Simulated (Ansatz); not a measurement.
Spinel MgAl2O4, treated with RPBE (plane waves, PAW; Ansatz, a first-principles code).

Settings: plane-wave cutoff 520 eV, 8×8×8 k mesh, Fermi–Dirac smearing 0.01 eV, scalar-relativistic PAW data made under PBE.

Cell (relaxed at this level):

Al₂MgO₄ has the cubic space group Fd-3m, origin choice 1 (No. 227), the spinel structure, Pearson symbol cF56. Lattice parameters: a = b = c = 8.235 Å, α = β = γ = 90.00°. Mg on 8b sees 4 O at 1.977 Å (tetrahedral). Al on 16c has 6 O at 1.953 Å (octahedral). O on 32e sees 3 Al at 1.953 Å and 1 Mg at 1.977 Å (tetrahedral). (Neighbours: up to the widest gap in distance over summed covalent radii, below 1.35, at either atom; cation-cation and far metal-metal contacts left out.)
(The calculation used a cell of 14 atoms; values per cell refer to that cell.)

Problem. What does this level give for the bulk modulus, band gap, smallest direct gap on the k points sampled and pressure derivative B′ of the bulk modulus?

Solution. 
- bulk modulus = 171 GPa
- band gap = 5.04 eV
- smallest direct gap on the k points sampled = 5.05 eV
- pressure derivative B′ of the bulk modulus = 4.1

Measured, for comparison: band gap 7.8 eV (temperature not stated, not corrected to a static lattice; as tabulated in Neo et al. (2023), doi:10.1002/gch2.202200236); bulk modulus 195 GPa (300 K, copied from a table, unchecked, not corrected to a static lattice; as tabulated in BurnMan's mineral tables). Computed (rounded) less measured: band gap -2.76 eV, bulk modulus not scored (unchecked).

Note: the bulk modulus comes from volumes at which shape and atoms were relaxed.

Static lattice: no zero-point or thermal effects.
